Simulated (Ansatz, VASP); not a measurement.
**BaTiO3: VASP beside Ansatz**

```
Ba Ti O
1.0
     3.99980    0.00000    0.00000
     0.00000    3.99980    0.00000
     0.00000    0.00000    4.01800
Ba Ti O
1 1 3
Cartesian
  0.0000 0.0000 0.0000
  1.9999 1.9999 2.0090
  1.9999 1.9999 0.0000
  1.9999 0.0000 2.0090
  0.0000 1.9999 2.0090
```

Alike in both runs: task electric field gradients; functional PBE; k mesh 7 × 7 × 7; occupations fermi-dirac, width 0.03 eV; no spin polarisation.

|  | VASP | Ansatz |
| --- | --- | --- |
| version | VASP 6.6.1 | Ansatz 0.2.0 |
| potentials or method | VASP PAW PBE potentials, release 64 (Ba_sv, Ti_sv, O), cutoff 520 eV | all-electron PAW with datasets made for the crystal, scalar-relativistic |

```tsv
	VASP	Ansatz	Ansatz less VASP
gap on the k mesh at the Fermi level (eV)	1.80	1.86	+0.061
pressure (GPa)	3.4	1.7	-1.76
largest component of the traceless stress (GPa)	0.58	0.56	-0.021
Vzz of the field gradient on the site that differs most (V/Å²)	26.5	26.4	-0.13
```

Ansatz ran all-electron here, so the differences hold the error of VASP's frozen core and of both bases. Ansatz warned: «gradients_without_spin_orbit».

Caveats: spin-orbit coupling is left out, which moves the levels of the heavy elements; an odd mesh through Γ misses points on the zone boundary, where band edges often lie. PBE gaps usually lie below the measured ones, often by a third to a half.
